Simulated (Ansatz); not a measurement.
Crystal: GaN.

```
Ga N
1.0
     0.00000    2.25350    2.25350
     2.25350    0.00000    2.25350
     2.25350    2.25350    0.00000
Ga N
1 1
Direct
  0.00000 0.00000 0.00000
  0.25000 0.25000 0.25000
```

The cell is a database's computed one.

* Program: Ansatz 0.2.0
* Task: relaxation of cell and atoms
* Functional: LDA
* Potentials or basis: all-electron LAPW, scalar-relativistic
* Basis error allowed: 0.001 eV/atom
* k mesh: 10 × 10 × 10
* Occupations: fermi-dirac, width 0.05 eV
* Spin: no spin polarisation

At the start: volume 11.44 Å³/atom.

Q: How do energy, volume and symmetry change on relaxing?

A: Over 5 steps the energy falls by 7.7 meV/atom and the volume is 11.07 Å³/atom (-3.3 %); space group F-43m (No. 216, to 0.05 Å).

The path:
```
step  energy change (eV)  largest force (eV/Å)  volume (Å³)
   1              0.0000                0.0000        22.89
   2             -0.0128                0.0000        22.44
   3             -0.0153                0.0000        22.11
   4             -0.0153                0.0000        22.13
   5             -0.0153                0.0000        22.13
```

Final structure:
```yaml
crystal:
  lattice:
    - [0.00000, 2.22844, 2.22844]
    - [2.22844, 0.00000, 2.22844]
    - [2.22844, 2.22844, 0.00000]
  atoms:
    - { symbol: Ga, position: [0.00000, 0.00000, 0.00000] }
    - { symbol: N, position: [0.25000, 0.25000, 0.25000] }
```
